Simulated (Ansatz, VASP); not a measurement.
One calculation of SnSe, two programs

The input INCAR:

```
  ALGO = Normal
  EDIFF = 1E-6
  ENCUT = 520
  GGA = PE
  ISIF = 2
  ISMEAR = 0
  IVDW = 12
  LASPH = T
  LCHARG = T
  LELF = T
  LREAL = F
  LVHAR = T
  LWAVE = F
  NBANDS = 17
  NELM = 60
  PREC = Accurate
  SIGMA = 0.02
```

File KPOINTS:

```
k-points
0
Gamma
  10 10 10
```

POSCAR

```
SnSe
1.0
    0.0000000000      3.0473870296      3.0473870296
    3.0473870296      0.0000000000      3.0473870296
    3.0473870296      3.0473870296      0.0000000000
Sn Se
1 1
Direct
    0.0000000000      0.0000000000      0.0000000000
    0.5000000000      0.5000000000      0.5000000000
```

Input for Ansatz:

```yaml
crystal:
  lattice:
    - [0.0, 3.0473870296, 3.0473870296]
    - [3.0473870296, 0.0, 3.0473870296]
    - [3.0473870296, 3.0473870296, 0.0]
  atoms:
    - { symbol: Sn, position: [0.0, 0.0, 0.0] }
    - { symbol: Se, position: [0.5, 0.5, 0.5] }
basis:
  ecutwfc: 420
kpoints:
  mp_grid: { grid: [10, 10, 10] }
hamiltonian:
  xc: pbe
  dispersion: d3bj
scf:
  occupations: { method: gaussian, width: 0.02 }
output:
  forces: true
  stress: true
  eigenvalues: true
```

Alike in both runs: task single point; functional PBE; dispersion D3(BJ); k mesh 10 × 10 × 10; occupations gaussian, width 0.02 eV; no spin polarisation.

|  | VASP | Ansatz |
| --- | --- | --- |
| version | VASP 6.6.1 | Ansatz 0.2.0 |
| potentials or method | VASP PAW PBE potentials, release 64 (Sn_d, Se) | scalar-relativistic, plane waves, PAW |
| plane-wave cutoff (eV) | 520 | 420 |
| valence electrons in the cell | 20 | 30 |

```tsv
	VASP	Ansatz	Ansatz less VASP
gap on the k mesh at the Fermi level (eV)	0.43	0.43	-0.001
least direct gap on the mesh (eV)	0.43	0.43	-0.001
pressure (GPa)	-2.7	-2.7	+0.02
```

The two sets of potentials don't hold the same shells in valence.

Caveats: spin-orbit coupling is left out, which moves the levels of the heavy elements.
